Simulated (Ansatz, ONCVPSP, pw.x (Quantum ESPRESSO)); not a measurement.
technetium: does the ONCV potential hold in the solid?

- Element: Tc
- Generator: ONCVPSP 4.0.1.1 (patched build)
- Type: optimised norm-conserving Vanderbilt (ONCV)
- Functional: PBE
- Relativity: scalar-relativistic
- Frozen core: [Ar] 3d10
- Valence charge: 15
- Reference configuration: 4s2 4p6 4d5 5s2
- Partial waves: 4s+5s: rc 1.95 bohr, ncon 4, nbas 8, qcut 5 1/bohr, 2 projectors; 4p: rc 1.55 bohr, ncon 3, nbas 8, qcut 10.7 1/bohr, 2 projectors, debl 1.5 Ha; 4d: rc 1.55 bohr, ncon 5, nbas 10, qcut 11.5 1/bohr, local
- Local potential: the d channel
- Core correction: none

In the p channel the program set the typed energies aside and used -1.666, 0.250 Ha.

Crystal test: bcc Tc in pw.x 7.5, no spin, 15³ k-points, Fermi–Dirac smearing 0.01 Ry, cutoffs 95/380 Ry. The reference is all-electron LAPW (Ansatz 0.2.0) with the same functional, mesh and smearing; V0 and B0 come from Birch–Murnaghan fits to the pressures at five volumes. Errors are pseudo minus all-electron; Δ is the rms difference of the E(V) curves that follow from these fits, minima aligned, over ±6 % about the mean V0. Mesh and smearing are coarse, so the numbers serve the comparison and aren't converged zero-temperature values; the lattice is a test structure that the element need not adopt.

```json
{"V (Å³/atom)": "13.899", "P all-electron (GPa)": "17.20", "P pseudo (GPa)": "17.82"}
{"V (Å³/atom)": "14.265", "P all-electron (GPa)": "8.23", "P pseudo (GPa)": "8.77"}
{"V (Å³/atom)": "14.631", "P all-electron (GPa)": "0.42", "P pseudo (GPa)": "0.88"}
{"V (Å³/atom)": "14.997", "P all-electron (GPa)": "-6.37", "P pseudo (GPa)": "-5.98"}
{"V (Å³/atom)": "15.363", "P all-electron (GPa)": "-12.28", "P pseudo (GPa)": "-11.94"}
```

All-electron: a0 = 3.083 Å (V0 = 14.65 Å³/atom), B0 = 289.0 GPa.

Pseudopotential: mean pressure error (GPa): +0.47; a0 (Å): 3.085; a0 error (%): +0.05; B0 error (%): +0.3; Δ (meV/atom): 1.5.

Task: At the middle volume, how do free energy and pressure move when the wave cutoff is lowered (ecutrho kept at four times it)?

Result:

```csv
cutoff (Ry),shift of F (meV/atom),shift of P (GPa)
43,+2154.7,-67.32
57,+439.5,-23.09
76,+26.7,-2.38
```

The run at the middle volume (120 k-points, 7 iterations) took about 32 s on one core of a shared host (Neoverse-N1, 64 threads, 124 GiB, load 58).
